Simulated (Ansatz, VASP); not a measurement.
## HfC in VASP and in Ansatz

File INCAR:

```
PREC = Accurate
ENCUT = 520
EDIFF = 1E-6
ISMEAR = 1
SIGMA = 0.1
LREAL = F
LASPH = T
NELM = 80
ALGO = Normal
ISIF = 2
LWAVE = F
LCHARG = T
GGA = PE
IVDW = 12
LELF = T
LVHAR = T
NBANDS = 14
```

File KPOINTS:

```
Automatic mesh
0
Gamma
  11 11 11
```

Contents of POSCAR:

```
HfC
1.0
    0.0000000000      2.3250000000      2.3250000000
    2.3250000000      0.0000000000      2.3250000000
    2.3250000000      2.3250000000      0.0000000000
Hf C
1 1
Direct
    0.5000000000      0.5000000000      0.5000000000
    0.0000000000      0.0000000000      0.0000000000
```

Input for Ansatz:

```yaml
crystal:
  lattice:
    - [0.0, 2.325, 2.325]
    - [2.325, 0.0, 2.325]
    - [2.325, 2.325, 0.0]
  atoms:
    - { symbol: Hf, position: [0.5, 0.5, 0.5] }
    - { symbol: C, position: [0.0, 0.0, 0.0] }
basis:
  ecutwfc: 510.0
kpoints:
  mp_grid:
    grid: [11, 11, 11]
hamiltonian:
  xc: pbe
  dispersion: d3bj
scf:
  occupations:
    method: cold
    width: 0.1
```

Alike in both runs: task single point; functional PBE; dispersion D3(BJ); k mesh 11 × 11 × 11; no spin polarisation.

```csv
,VASP,Ansatz
version,VASP 6.6.1,Ansatz 0.2.0
potentials or method,"VASP PAW PBE potentials, release 64 (Hf_pv, C)","plane waves, PAW"
plane-wave cutoff (eV),520,510
occupations,"methfessel-paxton of order 1, width 0.1 eV","cold, width 0.1 eV"
valence electrons in the cell,14,30
```

|  | VASP | Ansatz | Ansatz less VASP |
| --- | --- | --- | --- |
| dispersion energy (meV/atom) | -358.1 | -358.2 | -0.11 |

The two sets of potentials don't hold the same shells in valence.

 The runs have no spin-orbit coupling, so splittings on Hf are missing.
